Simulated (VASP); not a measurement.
**ZnSe: equilibrium volume by level of theory**

Symmetry: F-43m, No. 216, cubic system. Conventional cell: a = 5.668 Å, b = 5.668 Å, c = 5.668 Å, α = 90.00°, β = 90.00°, γ = 90.00°. Zn (site symmetry -43m) has 4 Se at 2.45 Å as nearest neighbours. Se (site symmetry -43m) has 4 Zn at 2.45 Å as nearest neighbours.

| rung | level | program and potentials | cutoff (eV) | k mesh | equilibrium volume (Å³/atom) | notes |
| --- | --- | --- | --- | --- | --- | --- |
| LDA | LDA | VASP, LDA PAW files Se, Zn, 600 eV | 600 | 8 × 8 × 8 | 21.68 | - |
| GGA | PBE | VASP, PBE PAW files Se, Zn, 600 eV | 600 | 8 × 8 × 8 | 23.66 | - |
| GGA + dispersion | PBE+D3(BJ) | VASP, PBE PAW files Se, Zn, 600 eV | 600 | 8 × 8 × 8 | 22.67 | - |
| GGA | PBEsol | VASP, PBE PAW files Se, Zn, 600 eV | 600 | 8 × 8 × 8 | 22.44 | potentials made for PBE |

Task: relaxation of cell and atoms. All rows: no spin polarisation. Meshes are those of the run's cell of 2 atoms unless a note names another. Relaxations start from the cell shown or near it and stop with a little pressure left. Runs on faulty files, with rough fits or with known faults for this quantity aren't shown. No row holds spin-orbit coupling.

By rung: LDA 21.68; GGA 22.44 to 23.66; GGA + dispersion 22.67 (Å³/atom).
